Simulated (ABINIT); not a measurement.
The system is TiTe2.

```
Te Ti
1.0
     3.77700    0.00000    0.00000
    -1.88850    3.27098    0.00000
     0.00000    0.00000    6.49800
Te Ti
2 1
Direct
  0.33333 0.66667 0.73720
  0.66667 0.33333 0.26280
  0.00000 0.00000 0.00000
```

* Program: ABINIT 10.8.3 (patched build)
* Task: relaxation of cell and atoms
* Functional: PBE
* Potentials or basis: JTH PAW PBE v2.0
* Cutoff: 408 eV
* k mesh: 8 × 8 × 4
* Occupations: fermi-dirac, width 0.05 eV
* Spin: no spin polarisation

At the start: pressure 1.1 GPa; volume 26.76 Å³/atom.

**Question.** How do energy, volume and symmetry change on relaxing?

**Answer.** Over 12 steps the energy falls by 3.7 meV/atom and the volume is 27.91 Å³/atom (+4.3 %); space group P-3m1 (No. 164, to 0.05 Å).

Step by step:
| step | energy change (eV) | largest force (eV/Å) | pressure (GPa) | volume (Å³) |
| --- | --- | --- | --- | --- |
| 1 | 0.0000 | 0.0317 | 1.11 | 80.28 |
| 2 | -0.0016 | 0.0034 | 0.91 | 80.49 |
| 3 | -0.0044 | 0.1150 | 0.07 | 81.53 |
| 4 | -0.0051 | 0.1195 | -0.01 | 81.70 |
| 5 | -0.0080 | 0.0987 | -0.32 | 82.88 |
| 6 | -0.0094 | 0.0456 | -0.29 | 83.48 |
| 7 | -0.0098 | 0.0032 | -0.13 | 83.64 |
| 8 | -0.0099 | 0.0200 | -0.04 | 83.60 |
| 9 | -0.0102 | 0.0389 | 0.09 | 83.50 |
| 10 | -0.0108 | 0.0461 | 0.18 | 83.44 |
| 11 | -0.0111 | 0.0327 | 0.19 | 83.50 |
| 12 | -0.0112 | 0.0110 | 0.09 | 83.72 |

Final structure:
```
CELL_PARAMETERS angstrom
3.79231 0.00000 0.00000
-1.89616 3.28424 0.00000
0.00000 0.00000 6.72191
ATOMIC_POSITIONS crystal
Te 0.33333 0.66667 0.74497
Te 0.66667 0.33333 0.25503
Ti 0.00000 0.00000 0.00000
```

Caveat: the log and the count of SCF iterations are those of the last ABINIT call alone; this functional lacks dispersion, which binds the layers, so the pressure and a relaxed spacing across them are unreliable.
